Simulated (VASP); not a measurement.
A run of VASP 6.6.1 is set up as follows.

INCAR

```
SYSTEM = TiTe2
ALGO = Normal
EDIFF = 1E-6
EDIFFG = -0.01
ENCUT = 600
GGA = PE
IBRION = 2
ISIF = 3
ISMEAR = 1
LASPH = .True.
LCHARG = .False.
LREAL = .False.
LWAVE = .False.
NELM = 80
NSW = 90
PREC = Accurate
SIGMA = 0.1
```

KPOINTS

```
k-points
0
Gamma
  12 12 6
  0 0 0
```

Contents of POSCAR:

```
TiTe2
1.0
    3.7770000000      0.0000000000      0.0000000000
   -1.8885000000      3.2709779501      0.0000000000
    0.0000000000      0.0000000000      6.4980000000
Ti Te
1 2
Direct
    0.0000000000      0.0000000000      0.0000000000
    0.6666666667      0.3333333333      0.2628000000
    0.3333333333      0.6666666667      0.7372000000
```

Potentials or basis: VASP PAW PBE potentials, release 64 (Ti_sv, Te).

Command:

```bash
$ cat potpaw_PBE.64/Ti_sv/POTCAR potpaw_PBE.64/Te/POTCAR > POTCAR
$ mpirun -np 1 vasp_std > vasp.out
```

(1) What does it give for the band gap on the k mesh?

(2) Predict the relaxed cell.

Answers

(1) none (metal or under the smearing width).

(2) a = 3.771 Å, b = 3.771 Å, c = 6.822 Å, α = 90.00°, β = 90.00°, γ = 120.00°.
